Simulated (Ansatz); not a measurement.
# WSe2: the cost of one run

Method: DFT PBE+D3(BJ), spin-orbit coupling, plane waves, PAW, in Ansatz 0.2.0.

6 further runs of the same task are left out: 6 set aside as unsound or not needed. Runs told in other sessions of the task aren't counted.

## 1. The starting structure

It takes space group P-6m2 (No. 187, hexagonal). Conventional cell: a = 3.286 Å, b = 3.286 Å, c = 32.737 Å, α = 90.00°, β = 90.00°, γ = 120.00°. Se (site symmetry 3m) has 3 W at 2.54 Å in its first shell of neighbours. W (site symmetry -6m2) has 6 Se at 2.54 Å in its first shell of neighbours.

Coordinates:

```xyz
3
Lattice="3.2855 0.0000 0.0000 -1.6428 2.8453 0.0000 0.0000 0.0000 32.7375" Properties=species:S:1:pos:R:3 pbc="T T T"
Se    0.0000    1.8969   14.6841
W     1.6428    0.9484   16.3687
Se    0.0000    1.8969   18.0534
```

The sheet was relaxed beforehand at this level: -21325.6604 eV a cell, gap on the mesh 1.65 eV, ionisation potential 5.06 eV, electron affinity 3.40 eV.

## 2. The same atoms with PBE+D3(BJ) with spin-orbit coupling

Along c the cell is not periodic, so the sheet has no images above or below.

Input file input.yaml:

```yaml
crystal:
  lattice:
    - [3.285520908, 0.0, 0.0]
    - [-1.642760454, 2.845344571, 0.0]
    - [0.0, 0.0, 32.7374893303]
  atoms:
    - { symbol: Se, position: [0.3333333333, 0.6666666667, 0.4485393953] }
    - { symbol: W, position: [0.6666666667, 0.3333333333, 0.5] }
    - { symbol: Se, position: [0.3333333333, 0.6666666667, 0.5514606047] }
  periodic: [true, true, false]
basis:
  ecutwfc: 420
kpoints:
  mp_grid: { grid: [12, 12, 1] }
  band_path:
    path:
      - [0, 0, 0]
      - [0.5, 0, 0]
      - [0.3333333333333, 0.3333333333333, 0]
      - [0, 0, 0]
    npoints: 16
hamiltonian:
  xc: pbe
  dispersion: d3bj
scf:
  occupations: { method: gaussian, width: 0.02 }
output:
  forces: true
  stress: true
  eigenvalues: true
  populations: true
  write_density: true
  write_potential: true
  elf: true
  volumetric_format: npy
magnetization:
  noncollinear: true
  spin_orbit: true
```

On the command line:

```
> ansatz run input.yaml --threads 2 --pin off --max-ram 5120MiB --backend cpu --events-out ev --progress --plain --runs-dir out
```

Q: Estimate wall time and peak memory on 2 threads of AMD EPYC 7R43 (Zen 3), shared host.

About 3.1 min, with a peak of 1.5 GiB.
